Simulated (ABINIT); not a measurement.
Crystal: HfC.

```
Hf C
1.0
     3.34287    0.00000    0.00000
    -1.67143    2.89501    0.00000
     0.00000    0.00000    5.20271
Hf C
2 2
Direct
  0.33333 0.66667 0.25000
  0.66667 0.33333 0.75000
  0.00000 0.00000 0.50000
  0.00000 0.00000 0.00000
```

The cell comes from a database or a generator and needn't be the stable form of this composition.

```yaml
Program: ABINIT 10.8.3 (patched build)
Task: relaxation of cell and atoms
Functional: PBEsol
Potentials_or_basis: PseudoDojo NC SR PBEsol v0.4.1 standard
Cutoff: 1116 eV
k_mesh: 7 × 7 × 4
Occupations: fermi-dirac, width 0.05 eV
Spin: no spin polarisation
```

At the start: pressure -7.1 GPa; volume 12.59 Å³/atom.

Task: How do energy, volume and symmetry change on relaxing?

Result: Over 7 steps the energy falls by 11.3 meV/atom and the volume is 12.22 Å³/atom (-2.9 %); space group P6_3/mmc (No. 194, to 0.05 Å).

The path:
| step | energy change (eV) | largest force (eV/Å) | pressure (GPa) | volume (Å³) |
| --- | --- | --- | --- | --- |
| 1 | 0.0000 | 0.0000 | -7.10 | 50.35 |
| 2 | -0.0370 | 0.0000 | -2.04 | 49.26 |
| 3 | -0.0435 | 0.0000 | 0.51 | 48.76 |
| 4 | -0.0446 | 0.0000 | 0.54 | 48.76 |
| 5 | -0.0454 | 0.0000 | 0.09 | 48.85 |
| 6 | -0.0454 | 0.0000 | 0.01 | 48.87 |
| 7 | -0.0454 | 0.0000 | 0.00 | 48.87 |

Final structure:
```yaml
crystal:
  lattice:
    - [3.28805, 0.00000, 0.00000]
    - [-1.64403, 2.84753, 0.00000]
    - [0.00000, 0.00000, 5.21969]
  atoms:
    - { symbol: Hf, position: [0.33333, 0.66667, 0.25000] }
    - { symbol: Hf, position: [0.66667, 0.33333, 0.75000] }
    - { symbol: C, position: [0.00000, 0.00000, 0.50000] }
    - { symbol: C, position: [0.00000, 0.00000, 0.00000] }
```
